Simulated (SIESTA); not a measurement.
The system is FeO (Wuestite).

```xyz
2
Lattice="0.0000 2.1554 2.1554 2.1554 0.0000 2.1554 2.1554 2.1554 0.0000" Properties=species:S:1:pos:R:3 pbc="T T T"
Fe    0.0000    0.0000    0.0000
O     2.1554    2.1554    2.1554
```

Base run:

```yaml
Program: SIESTA 5.4.2
Functional: vdW-DF2
Potentials_or_basis: PseudoDojo 0.4 standard (PBE files)
Basis: DZP (energy shift 0.003 Ry; two zetas on semicore shells)
Grid_cutoff: 800 Ry
Energy_shift: 0.003 Ry
k_mesh: 8 × 8 × 8
Occupations: fermi-dirac, width 0.05 eV
Spin: collinear spin, ferromagnetic start
Starting_moments: "[3.0, 0.0] μB"
```

Its results: band gap on the k mesh none (metal or under the smearing width); pressure 13.2 GPa; net moment 4.00 μB per cell; site moments Fe +3.68; O +0.32 μB.

**Question.** After a change of settings the same cell gave: band gap on the k mesh none (metal or under the smearing width); pressure -7.1 GPa; net moment 4.00 μB per cell; site moments Fe +3.67; O +0.33 μB. Which change was it?
A. functional from vdW-DF2 to BLYP; k mesh from 8 × 8 × 8 to 11 × 11 × 11
B. functional from vdW-DF2 to vdW-DF
C. functional from vdW-DF2 to vdW-DF-C09
D. functional from vdW-DF2 to PBE

**Answer.** C.

Caveats: short orbitals over semicore shells can move pressures by several GPa; the potentials were made for another functional, which shifts forces and pressure; the basis of atomic orbitals isn't converged, which shifts pressures, moduli and gaps; a cell with one magnetic atom can't hold antiferromagnetic order, which such compounds often take; semilocal functionals often make such compounds metallic where correlation or magnetic order opens a gap, which also shifts bond lengths.

Not every run made on this cell is shown here.
